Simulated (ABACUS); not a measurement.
## RbBr under changes of volume

One of the cells (40.248 Å³/atom); the others are scaled copies at fixed shape and fractional positions:

```
CELL_PARAMETERS angstrom
-3.42700 0.00000 3.42700
0.00000 3.42700 3.42700
-3.42700 3.42700 0.00000
ATOMIC_POSITIONS crystal
Rb 0.00000 0.00000 0.00000
Br 0.50000 0.50000 0.50000
```

| Property | Result |
| --- | --- |
| Program | ABACUS 3.10.1 |
| Functional | r2SCAN |
| Potentials or basis | SG15 ONCV 1.2 PBE |
| Cutoff | 939 eV |
| Density cutoff | 3755 eV |
| Basis | plane waves |
| k mesh | 4 × 4 × 4 |
| Occupations | fermi-dirac, width 0.05 eV |
| Spin | no spin polarisation |

```csv
volume (Å³/atom),energy over the lowest point (meV/atom),pressure (GPa),gap on the mesh (eV)
37.833,17.84,1.7,5.01
38.638,?,?,?
39.443,4.94,0.8,4.89
40.248,1.70,0.5,4.84
41.053,0.12,0.2,4.79
41.858,0.00,-0.1,4.74
42.663,1.19,-0.4,4.70
```

**Question.** What does the run at 38.638 Å³/atom give?

**Answer.** Energy over the lowest point 10.66 meV/atom; pressure 1.2 GPa; gap on the mesh 4.95 eV.

Worked out: A Birch-Murnaghan fit of order 3 (a polynomial in V^(-2/3)) to the other rows has its minimum at 41.51 Å³/atom with B0 = V·E''(V) = 13.8 GPa and B' = 7.2. It gives 10.24 meV/atom at 38.638 Å³/atom, against the run's 10.66, and -dE/dV = 1.3 GPa, against 1.2. A straight line through the other rows of the gap, of slope -2.59 eV per unit of ln V (its deformation potential), gives 4.95 eV, against the run's 4.95.

Energies are extrapolated to zero smearing.

Caveats: the potentials were made for another functional, which shifts forces and pressure.

Spin-orbit coupling on Br, Rb is left out.
